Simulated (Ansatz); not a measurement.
**Property card for MgS**

Method: Ansatz, DFT PBE, scalar-relativistic, plane waves, PAW.

Settings: cutoff 420 eV, Γ-centred mesh 4×4×4 on the computed 16-atom cell, Gaussian smearing of 0.02 eV; no spin polarisation.

The structure is relaxed at this level of theory with its symmetry kept, and needn't be the ground state of this composition.

Symmetry: I4/mcm, No. 140, tetragonal system. The conventional cell has a = 8.561 Å, b = 8.561 Å, c = 5.253 Å, α = 90.00°, β = 90.00°, γ = 90.00°. Mg (site symmetry m2m) has 5 S at 2.49 to 2.63 Å as nearest neighbours. S (site symmetry m2m) has 5 Mg at 2.49 to 2.63 Å as nearest neighbours.

| Item | Value |
| --- | --- |
| Volume per atom | 24.06 Å³ |
| Formation energy from the elements' standard states (uncorrected) | -1.365 eV/atom |
| Kohn–Sham band gap | 2.94 eV, direct at Γ |
| Orbital (Löwdin) character of the top 1 eV of the valence band | S 3p 97 % |
| Electron masses at the edge by direction of the standard setting (m_e; one valley, along these axes only; no spin-orbit coupling) | x: 0.31; y: 0.31; z: 0.28 |
| Hole masses at the edge by direction of the standard setting (m_e; one valley, along these axes only; no spin-orbit coupling) | x: 0.95; y: 0.95; z: 0.26 |

The cell was found from a structure generator's guess, not taken from experiment. Kohn–Sham gaps at this level usually fall short of measured ones.
